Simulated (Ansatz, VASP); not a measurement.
**Two plane-wave programs on Al3GaAs4**

```
CELL_PARAMETERS angstrom
-2.86640 2.86640 5.73324
2.86640 -2.86640 5.73324
2.86640 2.86640 -5.73324
ATOMIC_POSITIONS crystal
Al 0.00000 0.00000 0.00000
Al 0.25000 0.75000 0.50000
Al 0.75000 0.25000 0.50000
Ga 0.50000 0.50000 0.00000
As 0.12382 0.12382 0.49850
As 0.37469 0.87618 0.00000
As 0.62531 0.62531 0.50150
As 0.87618 0.37469 0.00000
```

Alike in both runs: task single point; functional PBE; k mesh 4 × 4 × 4; occupations gaussian, width 0.1 eV; no spin polarisation.

```csv
,VASP,Ansatz
version,VASP 6.6.1,Ansatz 0.2.0
potentials or method,"VASP PAW PBE potentials, release 64 (Al, Ga_d, As)","scalar-relativistic, plane waves, PAW"
plane-wave cutoff (eV),520,420
valence electrons in the cell,42,82
```

```csv
,VASP,Ansatz,Ansatz less VASP
gap on the k mesh at the Fermi level (eV),1.33,1.33,-0.003
least direct gap on the mesh (eV),1.33,1.33,-0.003
pressure (GPa),0.1,0.0,-0.16
```

The functional is the same, so the differences come from potentials, cutoffs and numerics. The two sets of potentials don't hold the same shells in valence.

A k mesh can miss the band edges. A hybrid or GW would open this gap; PBE tends to underestimate it.
